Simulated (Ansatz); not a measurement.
# As (fcc type): the cost of one run

Method: DFT, PBE, all-electron LAPW, scalar-relativistic, in Ansatz 0.2.0.

## 1. The structure to begin with

It takes space group Fm-3m (No. 225, cubic). Conventional cell: a = 4.261 Å, b = 4.261 Å, c = 4.261 Å, α = 90.00°, β = 90.00°, γ = 90.00°. As (site symmetry m-3m) has 12 As at 3.01 Å as nearest neighbours.

Coordinates:

```cif
data_structure
_symmetry_space_group_name_H-M 'Fm-3m'
_symmetry_Int_Tables_number 225
_cell_length_a 4.2610
_cell_length_b 4.2610
_cell_length_c 4.2610
_cell_angle_alpha 90.000
_cell_angle_beta 90.000
_cell_angle_gamma 90.000
_cell_volume 77.36
loop_
_atom_site_label
_atom_site_type_symbol
_atom_site_symmetry_multiplicity
_atom_site_Wyckoff_symbol
_atom_site_fract_x
_atom_site_fract_y
_atom_site_fract_z
_atom_site_occupancy
As1 As 4 a 0.00000 0.00000 0.00000 1
```

The file gives the conventional cell by its symmetry; the runs use the cell typed in the input.

## 2. Fcc relaxed, LAPW

Contents of input.yaml:

```yaml
crystal:
  lattice:
    - [0.0, 2.130490983, 2.130490983]
    - [2.130490983, 0.0, 2.130490983]
    - [2.130490983, 2.130490983, 0.0]
  atoms:
    - { symbol: As, position: [0.0, 0.0, 0.0] }
kpoints:
  mp_grid: { grid: [17, 17, 17] }
scf:
  occupations: { method: fermi_dirac, width: 0.05 }
hamiltonian:
  xc: pbe
  pseudopotentials: { kind: all_electron, lapw: { basis_error: 0.0005 } }
output:
  forces: true
  stress: true
  eigenvalues: true
  populations: true
relax:
  f_tol: 0.005
  max_steps: 25
  cell: {}
```

On the command line:

```
$ ansatz run input.yaml --threads 1 --pin off --max-ram 3072MiB --backend cpu --events-out ev --progress --plain --runs-dir out
```

What time and memory should one allow on 1 thread of Intel Xeon Platinum 8259CL at 2.50GHz (Skylake/Cascade Lake), shared host?

About 16 s, with a peak of 0.38 GiB.
